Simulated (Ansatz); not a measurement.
## What pressure −1 GPa does to BeO

The reference is BeO in the wurtzite structure (space group P6_3mc, No. 186; a = 2.693 Å, c = 4.373 Å).

One thing is altered: a negative pressure, −1 GPa.

All numbers come from PBEsol in Ansatz (plane waves to 420 eV, PAW, no spin-orbit coupling). k-mesh 14×14×8 (Γ-centred); smearing 0.05 eV (Fermi–Dirac).

```tsv
quantity	base	changed	shift
volume per atom	6.87 Å³	6.90 Å³	+0.03 Å³
density	3.02 g/cm³	3.01 g/cm³	-0.01 g/cm³
lattice parameter a	2.693 Å	2.697 Å	+0.004 Å
c/a ratio	1.624	1.624	0.000
shortest interatomic distance	1.644 Å	1.647 Å	+0.003 Å
enthalpy H = E + PV relative to the base's energy	–	-0.04 eV/atom	–
band gap	7.51 eV	7.46 eV	-0.05 eV
gap character	direct at Γ	direct at Γ	–
electron mass	0.54 mₑ along c, 0.61 mₑ across (at Γ)	0.54 mₑ along k, 0.61 mₑ across (at Γ)	–
valence-band top at Γ (three highest levels, from the VBM)	0.00, -0.04, -0.04 eV	0.00, -0.04, -0.04 eV	–
```

Final structure:

```
BeO
1.0
    2.69699     0.00000     0.00000
   -1.34850     2.33567     0.00000
    0.00000     0.00000     4.37952
Be O
2 2
Direct
  0.66667   0.33333   0.00147
  0.33333   0.66667   0.50147
  0.66667   0.33333   0.62373
  0.33333   0.66667   0.12373
```

Load acts through the strain it causes; cell and atoms are relaxed under it. Effective masses come from finite differences of ±0.01 Å⁻¹. Along k means along the line from Γ to the band edge. No phonon test of stability was made.

Ansatz is a first-principles code.
